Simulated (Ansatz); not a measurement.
# Ga (I4/mmm) in Ansatz: further runs

Runs on Ga. Level: PBEsol. Tasks: band structure.

Everything below comes from runs of Ansatz 0.2.0. Logs are shortened: lines on timing, memory, paths and dates and some standing lists are left out, and cuts for length are marked.

### Step 1. The structure

Symmetry: I4/mmm, No. 139, tetragonal system. Conventional cell: a = 2.769 Å, b = 2.769 Å, c = 4.622 Å, α = 90.00°, β = 90.00°, γ = 90.00°. Ga (site symmetry 4/mmm) is surrounded by 12 Ga at 2.77 to 3.03 Å.

This isn't the form of Ga at room conditions, which is orthorhombic.

### Step 2. Band structure, PBEsol

The input, input.yaml:

```yaml
crystal:
  lattice:
    - [-1.3843987196, 1.3843987196, 2.3112238365]
    - [1.3843987196, -1.3843987196, 2.3112238365]
    - [1.3843987196, 1.3843987196, -2.3112238365]
  atoms:
    - { symbol: Ga, position: [0.0, 0.0, 0.0] }
hamiltonian:
  xc: pbesol
  pseudopotentials: { kind: paw }
kpoints:
  mp_grid: { grid: [13, 13, 13] }
  band_path:
    path:
      - [[0.0, 0.0, 0.0], [0.0, 0.0, 0.5], [-0.1793941871, 0.1793941871, 0.5], [-0.3396970935, 0.3396970935, 0.3396970935], [0.0, 0.0, 0.0], [0.5, 0.5, -0.5], [0.3396970935, 0.6603029065, -0.3396970935], [0.0, 0.5, 0.0], [0.25, 0.25, 0.25], [0.5, 0.5, -0.1793941871], [0.5, 0.5, -0.5]]
      - [[0.0, 0.0, 0.5], [0.25, 0.25, 0.25]]
    npoints: 14
scf:
  occupations: { method: fermi_dirac, width: 0.05 }
  n_extra_bands: 6
output:
  forces: true
  stress: true
  eigenvalues: true
  fatbands: true
```

Potentials or basis: Ansatz PAW.

Command:

```sh
$ ansatz run input.yaml --threads 2 --pin off --max-ram 5632MiB --backend cpu --events-out ev --progress --plain --runs-dir out
```

Output:

```text
Warning: RAYON_NUM_THREADS=2 ignored (pool sized by the plan → 2); use --threads N
scf.n_extra_bands = 6 over 7 filled bands (N_el = 13.0): the run solves 13 bands
Engine: ansatz 0.2.0, aarch64-unknown-linux-gnu
Pseudopotentials: kind: paw
Pseudopotential: Ga, paw, valence charge 13, recommended cutoff 420 eV (normal), Ga.paw.azcp
Functional definition: PBEsol
  exchange = pbesol_x
  correlation = pbesol_c
Crystal: 1 atoms, lattice volume = 17.718 Å³
Basis set: ecut = 420 eV, 331 PW (Γ), exchange–correlation on 48×48×48 points (8 copies of the dense FFT grid, shifted against one another)
Bands: 13, of which v1, the nominal top of the filled ones, is band 7 counted from 1 (6 counted from 0)
Symmetry: 16 space group operations
Space group: I4/mmm (ITA 139), of the structure as read, at distance tolerance 2.6e-5 Å
k-points: 196 of 2197
Non-local potential: Ga, projectors of the file, l = 0: 2, l = 1: 2, l = 2: 3, l = 3: 1
PAW form: soft (Blöchl's): semilocal exchange-correlation on the pseudo side does not see the compensation charge
PAW frozen core: Ga, regenerated for the run's functional, and the local potential with it (the file was generated under x = pbe(κ = 0.804, μ = 0.2195149727645171), c = pbe(β = 0.06672455060314922))
PAW one-centre angular grid: Ga, 590 points (default); XC on 64 Gauss nodes
Initial density: superposition of atomic densities (neutral atoms: chi_scale 0, normalization atom), corrected by the library's trained network
Initial wavefunctions: pseudopotential atomic-orbital guess
Functional: x = pbesol(κ = 0.804, μ = 0.12345679012345678), c = pbesol(β = 0.046)
SCF iter   1: F=—  HF=-3743.188098 eV  |F-HF|=—  |Δ(HF+E_count)|=         —  Δρ=1.70e-3  dr2=4.10e-4  ethr=1.77e-3  ⟨swp⟩=5.1  Hψ=14672  notcnv=0  defer=14
preconditioner: auto → none  [metal: Δε(μ)=0.060 eV  Ē_g=25.498 eV  σ=0.050 eV  W_gap=0.29  n_scr=0 (ndim 8)  ℏωp=31.8 eV  f_vac=0.000  D(μ)=0.33/eV (n_scr^D=0)]
SCF iter   2: F=—  HF=-3743.187548 eV  |F-HF|=—  |Δ(HF+E_count)|=   5.50e-4  Δρ=4.76e-4  dr2=2.92e-5  ethr=3.16e-6  ⟨swp⟩=2.0  Hψ=5569  notcnv=0  defer=95
SCF iter   3: F=—  HF=-3743.187555 eV  |F-HF|=—  |Δ(HF+E_count)|=   6.50e-6  Δρ=2.11e-4  dr2=5.08e-6  ethr=2.25e-7  ⟨swp⟩=1.0  Hψ=2221  notcnv=0  defer=95
iter 4 did not close the SCF: its close was put off for the readings that it lacked (scf_convergence_deferred on its scf_iter line)
SCF iter   4: F=-3743.187558 eV  HF=-3743.187558 eV  |F-HF|=1.37e-8  |Δ(HF+E_count)|=   2.70e-6  Δρ=1.55e-5  dr2=1.52e-8  ethr=3.91e-8  ⟨swp⟩=1.9  Hψ=2440  notcnv=0  defer=95
iter 5 did not close the SCF: its close was put off for the readings that it lacked (scf_convergence_deferred on its scf_iter line)
SCF iter   5: F=-3743.187558 eV  HF=-3743.187558 eV  |F-HF|=6.37e-12  |Δ(HF+E_count)|=   1.59e-8  Δρ=4.71e-7  dr2=2.60e-11  ethr=1.17e-10  ⟨swp⟩=2.6  Hψ=3219  notcnv=0  defer=95
SCF iter   6: F=-3743.187558 eV  HF=-3743.187558 eV  |F-HF|=4.55e-13  |Δ(HF+E_count)|=  4.55e-11  Δρ=1.11e-7  dr2=1.27e-12  ethr=1.00e-12  ⟨swp⟩=3.7  Hψ=8875  notcnv=0
SCF 1 converged in 6 iterations: F = -3743.187558 eV  dr2 = 1.27e-12
NSCF: frozen V_eff on 156 k-points
SCF converged after 6 iterations
Free energy (F): -3743.187558 eV
Harris-Foulkes:  -3743.187558 eV  (|F-HF|=4.55e-13)
Internal energy: -3743.184706 eV  (E = F + TS)
E sigma→0 (E₀):  -3743.186132 eV
Entropy (-TS):   -0.002852 eV (-2.852 meV/atom)
Fermi energy:    10.370524 eV
--- Per-component energies (eV) ---
  E_band       = -26.710826
  E_kinetic    = 115.341049
  E_local      = -1740.290179  (includes V_loc(G=0)·N_el)
  E_nonlocal   = 423.506982
  E_hartree    = 819.665145
  E_xc         = -69.167099
  E_vxc        = -58.745371  (∫ρ·V_xc dr)
  E_paw        = -1946.318813  (= ΣΔE_a)
  E_vpaw       = -405.853449  (= ΣTr[D̂ρ^β])
  E_aug_tail   = -0.000084  (compensation charges beyond the density's cutoff)
  E_ewald      = -1346.784685
  E_core_change = 0.862978  (= ΣΔE_core)
  E_smearing   = -0.002852  (= −TS)
  E_closure    = -0.000000  (closes the sum)
  Σ components = -3743.187558   (vs F -3743.187558, Δ=0.00e0)
--- Forces (eV/Å), atoms counted from 1 ---
  atom   1  Ga    -0.00000000     0.00000000     0.00000000
  max |Σ_I F_I| component: 7.40e-32 eV/Å
--- Stress (GPa, compression-positive) ---
       -0.259306      -0.000000      -0.000000
       -0.000000      -0.259306      -0.000000
       -0.000000       0.000000      -0.432376
  P = ⅓ Tr σ = -0.3170 GPa (-3.170 kbar)
--- Band table (eV; the first three rows and the last of 196) ---
  k-point 0: bands = ["-4.6268", "-4.4671", "-4.4310", "-4.4310", "-4.2666", "-1.1100", "23.0993", "23.4100", "23.4100", "26.5787", "27.0106", "27.5397", "27.5397"]
  k-point 1: bands = ["-4.6007", "-4.4565", "-4.4444", "-4.4242", "-4.2798", "-0.8739", "21.7363", "22.0816", "22.6132", "24.7152", "27.3801", "28.6274", "29.3587"]
  k-point 2: bands = ["-4.5264", "-4.4816", "-4.4328", "-4.4041", "-4.3180", "-0.1593", "19.4424", "20.2155", "21.0334", "22.6316", "27.7532", "27.9817", "30.2666"]
  k-point 195: bands = ["-4.7306", "-4.6359", "-4.2429", "-4.2290", "-4.2253", "6.0271", "6.6096", "15.9714", "17.7183", "21.2053", "23.1080", "41.7361", "42.2471"]
```

bands.tsv:

```text
# k_distance	band_0	band_1	band_2	band_3	band_4	band_5	band_6	band_7	band_8	band_9	band_10	band_11	band_12
# fermi_ev = 10.370524
# lock_threshold_ev = 1e-12
[... 170 lines left out ...]
10.868397	-14.970081	-14.937293	-14.770997	-14.674097	-14.485739	-0.925907	-0.419886	1.163366	2.765584	12.200423	12.373628	18.051088	19.145441
10.916943	-14.964657	-14.918191	-14.791637	-14.679082	-14.485737	-0.720083	-0.355967	0.853308	2.592222	12.721801	13.016144	17.278981	18.500334
10.965489	-14.960452	-14.898119	-14.812875	-14.682959	-14.485745	-0.496976	-0.304075	0.554930	2.461567	13.182484	13.679578	16.523532	17.951448
11.014034	-14.957780	-14.877295	-14.834408	-14.685421	-14.485744	-0.269906	-0.257142	0.269675	2.379956	13.519726	14.362940	15.785542	17.561440
11.062580	-14.956863	-14.855974	-14.855974	-14.686267	-14.485743	-0.257944	-0.001332	-0.001332	2.352144	13.647861	15.065113	15.065113	17.415694
```

fatbands.tsv:

```text
# ik	k_distance	band	e_minus_ef	ga0_l0_4S	ga0_l1_4P	ga0_l2_3D
# fermi_ev = 10.370524
# lock_threshold_ev = 1e-12
# [0, 0, 0] at k_distance = 0.000000
# [0, 0, 0.5] at k_distance = 1.604625
# [-0.1793941871, 0.1793941871, 0.5] at k_distance = 2.180346
# [-0.3396970935, 0.3396970935, 0.3396970935] at k_distance = 2.907892
# [0, 0, 0] at k_distance = 4.449630
# [0.5, 0.5, -0.5] at k_distance = 5.808906
# [0.3396970935, 0.6603029065, -0.3396970935] at k_distance = 6.536452
# [0, 0.5, 0] at k_distance = 7.328686
# [0.25, 0.25, 0.25] at k_distance = 8.463328
# [0.5, 0.5, -0.1793941871] at k_distance = 9.354037
# [0.5, 0.5, -0.5] at k_distance = 10.382941
# [0, 0, 0.5] at k_distance = 10.382941
# [0.25, 0.25, 0.25] at k_distance = 11.062580
# jumps = 141
# n_points = 156
0	0.000000	0	-14.997283	0.000000	0.000000	0.999773
0	0.000000	1	-14.837587	0.000296	0.000000	0.999635
0	0.000000	2	-14.801573	0.000000	0.000000	0.999934
0	0.000000	3	-14.801573	0.000000	0.000000	0.999934
0	0.000000	4	-14.637100	0.000000	0.000000	0.999997
0	0.000000	5	-11.480488	0.992742	0.000000	0.000304
[... 1825 lines left out ...]
140	10.382941	11	33.802670	0.000000	0.011068	0.000000
140	10.382941	12	33.802670	0.000000	0.011068	0.000000

141	10.382941	0	-15.038353	0.000000	0.000000	0.999423
141	10.382941	1	-15.017700	0.004447	0.000000	0.994999
141	10.382941	2	-14.653933	0.000000	0.000000	0.999995
141	10.382941	3	-14.630980	0.000438	0.000000	0.999558
141	10.382941	4	-14.485741	0.000000	0.000000	0.999992
141	10.382941	5	-1.933765	0.000000	0.998438	0.000000
[... 187 lines left out ...]
155	11.062580	11	15.065113	0.000000	0.005595	0.000018
155	11.062580	12	17.415694	0.017823	0.000000	0.000002
```

Wall time 2.5 s (2 threads of Arm Neoverse V1, shared host); peak memory 0.31 GiB.

What came out:

- Free energy: -3743.1876 eV
- Pressure: -0.3 GPa
- Band gap on the k mesh: none (metal or under the smearing width)

Levels at the corners of the path, in eV from the Fermi level:
```tsv
point	band 5	band 6	band 7	band 8	band 9	band 10
Γ	-14.64	-11.48	12.73	13.04	13.04	16.21
X	-14.49	-1.93	-0.89	3.81	5.13	7.98
Y	-14.64	-1.31	-0.45	0.53	1.41	14.33
S	-14.63	-3.03	-1.61	-1.45	9.38	12.48
Γ	-14.64	-11.48	12.73	13.04	13.04	16.21
Z	-14.59	-4.44	-3.90	7.22	7.22	10.31
S1	-14.63	-3.03	-1.61	-1.45	9.38	12.48
N	-14.58	-4.85	-4.18	7.96	11.87	12.58
P	-14.49	-0.26	0.00	0.00	2.35	13.65
Y1	-14.64	-1.31	-0.45	0.53	1.41	14.33
Z	-14.59	-4.44	-3.90	7.22	7.22	10.31
X	-14.49	-1.93	-0.89	3.81	5.13	7.98
P	-14.49	-0.26	0.00	0.00	2.35	13.65
```

Caveat: the PAW data sets come from PBE, with cores solved anew for the run's functional, which leaves a small shift of forces and pressure.

### Step 3. Band structure, PBEsol

input.yaml, as its differences from that of step 2:

```diff
@@ -9,3 +9,3 @@
   xc: pbesol
-  pseudopotentials: { kind: paw }
+  pseudopotentials: { kind: paw, source: jth, xc_functional: pbe }
 kpoints:
@@ -24,2 +24,2 @@
   eigenvalues: true
-  fatbands: true
+  fatbands: false
```

Potentials or basis: JTH PAW.

Command:

```sh
$ ansatz run input.yaml --threads 2 --pin off --max-ram 5632MiB --backend cpu --events-out ev --progress --plain --runs-dir out
```

Run time: 37 s. Hardware: 2 threads of Arm Neoverse V1, shared host; peak memory 1.3 GiB.

Results (log left out):

```yaml
Free_energy: -3741.5658 eV
Pressure: -0.2 GPa
Band_gap_on_the_k_mesh: none (metal or under the smearing width)
```

Stress tensor (GPa, compression positive):
```
-0.18  0.00  0.00
 0.00 -0.18  0.00
 0.00  0.00 -0.38
```

Levels at the corners of the path, in eV from the Fermi level:
```
point  band 5  band 6  band 7  band 8  band 9  band 10
    Γ  -14.64  -11.48   12.74   13.05   13.05    16.27
    X  -14.49   -1.93   -0.89    3.81    5.13     7.98
    Y  -14.64   -1.31   -0.45    0.53    1.41    14.35
    S  -14.64   -3.03   -1.61   -1.45    9.38    12.49
    Γ  -14.64  -11.48   12.74   13.05   13.05    16.27
    Z  -14.59   -4.44   -3.90    7.22    7.22    10.32
   S1  -14.64   -3.03   -1.61   -1.45    9.38    12.49
    N  -14.59   -4.85   -4.18    7.96   11.88    12.59
    P  -14.49   -0.26    0.00    0.00    2.35    13.66
   Y1  -14.64   -1.31   -0.45    0.53    1.41    14.35
    Z  -14.59   -4.44   -3.90    7.22    7.22    10.32
    X  -14.49   -1.93   -0.89    3.81    5.13     7.98
    P  -14.49   -0.26    0.00    0.00    2.35    13.66
```
